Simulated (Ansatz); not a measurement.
## TiO₂ under strain — quadrupolar parameters

The cell is a COD entry, relaxed with PBE at fixed cell and then changed (z stretched by 1 %).

```yaml
crystal:
  lattice:
    - [4.51500, 0.00000, 0.00000]
    - [0.00000, 5.49700, 0.00000]
    - [0.00000, 0.00000, 4.98839]
  atoms:
    - { symbol: Ti, position: [0.00000, 0.17453, 0.25000] }
    - { symbol: Ti, position: [0.50000, 0.32547, 0.75000] }
    - { symbol: Ti, position: [0.00000, 0.82547, 0.75000] }
    - { symbol: Ti, position: [0.50000, 0.67453, 0.25000] }
    - { symbol: O, position: [0.27040, 0.38191, 0.41969] }
    - { symbol: O, position: [0.22960, 0.11809, 0.91969] }
    - { symbol: O, position: [0.77040, 0.11809, 0.58031] }
    - { symbol: O, position: [0.72960, 0.38191, 0.08031] }
    - { symbol: O, position: [0.72960, 0.61809, 0.58031] }
    - { symbol: O, position: [0.77040, 0.88191, 0.08031] }
    - { symbol: O, position: [0.22960, 0.88191, 0.41969] }
    - { symbol: O, position: [0.27040, 0.61809, 0.91969] }
```

Atoms are numbered from 1 in the order listed; like atoms form one site, named after its first atom.

Method: Kohn–Sham DFT in Ansatz, PBE, plane waves and PAW (field gradients read without the response of the frozen cores, which leaves them typically 4 to 6 % off), scalar-relativistic, 420 eV cutoff, Γ-centred 5×4×4 k-points, Fermi–Dirac smearing 0.02 eV.

C_Q = eQV_zz/h, which is 24.18 MHz for Q = 1 b and V_zz = 10²¹ V/m²; η = (V_xx − V_yy)/V_zz. ν_Q = 3|C_Q|/[2I(2I − 1)].

Ti-47: I = 5/2, Q = 302.0 mb; ¹⁷O: I = 5/2, Q = -25.58 mb. Q values from Pyykkö, Mol. Phys. 116, 1328 (2018).

```tsv
site	atoms (order as listed)	first shell	C_Q (MHz)	η	ν_Q (MHz)
Ti	1, 2, 3, 4	6 O at 1.87–2.09 Å	-19.6	0.88	2.94
O	5, 6, 7, 8, 9, 10, …	3 Ti at 1.87–2.09 Å; also 1 Ti at 3.19 Å	1.79	0.42	0.268
```

Hardware: 1 thread of Intel Xeon Platinum 8259CL CPU @ 2.50GHz (Skylake/Cascade Lake) (x86_64; 16 cores open to the job, memory cap 3.0 GiB, no GPU), a shared host with a load of 0.3 a core. Wall time 13 s, CPU time 13 s, peak memory 0.53 GiB.
